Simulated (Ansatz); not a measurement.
## CuO: levels along high-symmetry lines

```
Cu O
1.0
     2.34185   -1.71130    0.00000
     2.34185    1.71130    0.00000
    -0.85003    0.00000    5.05787
Cu O
2 2
Direct
  0.00000 0.50000 0.00000
  0.50000 0.00000 0.50000
  0.58160 0.41840 0.25000
  0.41840 0.58160 0.75000
```

Atoms are numbered in the order listed.

The cell comes from COD entry 9014580, which wasn't checked; take it as a given geometry.

Without spin polarisation or U, such a compound can come out metallic where the real one is a magnetic insulator.

Theory: DFT, PBE, all-electron LAPW, scalar-relativistic in Ansatz 0.2.0.

Numerical set-up: a Γ-centred 15×15×8 k mesh, Fermi–Dirac smearing of 0.05 eV, basis error target 1 meV/atom, no spin polarisation.

Points in fractions of the reciprocal vectors of this cell: Γ (0, 0, 0), C (-0.387, 0.387, 0), C2 (-0.613, -0.387, 0), Y2 (-0.5, -0.5, 0), M2 (-0.5, -0.5, 0.5), D (-0.634, -0.366, 0.5), D2 (-0.366, 0.366, 0.5), A (0, 0, 0.5). The path joins them by straight lines in the order Γ–C–C2–Y2–Γ–M2–D–D2–A; legs that retrace an earlier one aren't tabulated. Energies are in eV from the Fermi level.

**Question.** Is there a gap?

**Answer.** none: bands cross the Fermi level, a metal.

**Question.** List the levels between -20 and 8.5 eV at the symmetry points.

**Answer.** 
Γ: -19.99, -18.66, -8.22, -5.61, -5.21, -3.34, -3.16, -3.16, -3.10, -3.00, -2.73, -2.64, -2.41, -2.24, -2.18, -1.67, 0.20, 0.93, 1.67, 5.98, 8.11
C: -18.81, -18.36, -7.10, -6.34, -6.17, -5.47, -4.81, -4.69, -2.67, -2.43, -2.36, -2.17, -2.10, -2.02, -1.41, -1.33 (×2), 0.88, 4.81, 7.13, 7.64
C2: -18.81, -18.36, -7.10, -6.34, -6.17, -5.47, -4.81, -4.69, -2.67, -2.43, -2.36, -2.17, -2.10, -2.02, -1.41, -1.33 (×2), 0.88, 4.81, 7.13, 7.64
Y2: -18.71, -18.36, -7.49, -6.14, -5.99, -5.46, -4.74, -3.93, -3.21, -2.65, -2.29, -2.27, -2.16, -2.15, -1.66, -1.24, -0.68, 1.06, 3.28, 7.04, 8.44
M2: -18.54 (×2), -6.62 (×2), -5.66 (×2), -5.07 (×2), -2.73 (×2), -2.26 (×2), -1.68 (×2), -1.33 (×2), -0.42 (×2), 5.15 (×2)
D: -18.62 (×2), -6.34 (×2), -6.03 (×2), -5.07 (×2), -2.56 (×2), -2.32 (×2), -1.83 (×2), -1.52 (×2), -0.29 (×2), 5.79 (×2)
D2: -18.62 (×2), -6.34 (×2), -6.03 (×2), -5.07 (×2), -2.56 (×2), -2.32 (×2), -1.83 (×2), -1.52 (×2), -0.29 (×2), 5.79 (×2)
A: -19.39 (×2), -6.14 (×2), -5.21 (×2), -4.09 (×2), -2.77 (×2), -2.42 (×2), -2.24 (×2), -1.55 (×2), 0.24 (×2), 3.89 (×2)
